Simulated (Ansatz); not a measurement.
# BeS: the cell at several levels of theory

An exercise on one series of results from a longer session: the logs are not shown, and one member is left open.

The COD entry's cell or inner coordinates are ideal or old and differ from later refinements, so a difference from it is no clean test against experiment.

The runs shown are made with Ansatz 0.2.0. PAW datasets, plane waves, zero pressure. Calculated at 0 K for a non-magnetic cell.

### The cell

Space group F-43m (No. 216), cubic; conventional cell a = 4.850 Å, 14.26 Å³ an atom. Be has 4 S at 2.10 Å; S has 4 Be at 2.10 Å.

Coordinates:

Space group F-43m (No. 216). a = 4.850 Å, b = 4.850 Å, c = 4.850 Å, α = 90.00°, β = 90.00°, γ = 90.00°
```json
{"atom": "Be", "site": "4a", "symmetry": "-43m", "x": "0.0000", "y": "0.0000", "z": "0.0000"}
{"atom": "S", "site": "4d", "symmetry": "-43m", "x": "0.2500", "y": "0.2500", "z": "0.7500"}
```

The first run:

Input file input.yaml:

```yaml
crystal:
  lattice:
    - [0.0, 2.425, 2.425]
    - [2.425, 0.0, 2.425]
    - [2.425, 2.425, 0.0]
  atoms:
    - { symbol: Be, position: [0.0, 0.0, 0.0] }
    - { symbol: S, position: [0.25, 0.25, 0.25] }
kpoints:
  mp_grid: { grid: [8, 8, 8] }
hamiltonian:
  xc: pbe
scf:
  occupations: { method: fermi_dirac, width: 0.02 }
relax:
  f_tol: 0.005
  cell: {}
output:
  write_density: true
  write_potential: true
  elf: true
  volumetric_format: npy
```

Launch:

```sh
ansatz run input.yaml --threads 1 --pin off --max-ram 2304MiB --backend cpu --events-out ev --progress --plain --runs-dir out
```

Among the steps run: Relaxation with PBE; Relaxation with r2SCAN; Relaxing with PBEsol; LDA: cell and atoms; Relaxing with HSE06.

One table of the session follows, with a row left open; its other results are not shown here.

| level | a (Å) | volume (Å³/atom) |
| --- | --- | --- |
| PBE | 4.876 | 14.490 |
| r2SCAN | 4.869 | 14.425 |
| PBEsol | 4.838 | 14.151 |
| LDA | ? | ? |
| HSE06 | 4.853 | 14.290 |

Estimate the missing values for LDA.

As computed: a (Å): 4.796; volume (Å³/atom): 13.793. In the column «a (Å)» it is the lowest.

**Reading.** The first relaxation changed the volume by +1.6 % from the start. The volume runs from LDA (least) to PBE (most), a spread of 5.0 %, or 1.7 % in length if all axes shared it alike. A measured a is 4.865 Å (300 K; a printed reference work, data compilation); the misses are PBE +0.2 %, r2SCAN +0.1 %, PBEsol -0.6 %, LDA -1.4 %, HSE06 -0.2 %. The calculation is for a static lattice, without the thermal expansion and zero-point motion that a deposited cell holds. The meshes differ: PBE 8×8×8, r2SCAN 8×8×8, PBEsol 8×8×8, LDA 8×8×8, HSE06 6×6×6.

**Measured values.**

From a printed reference work, data compilation, for a bulk crystal of BeS at 300 K: lattice constant a 4.865 Å.
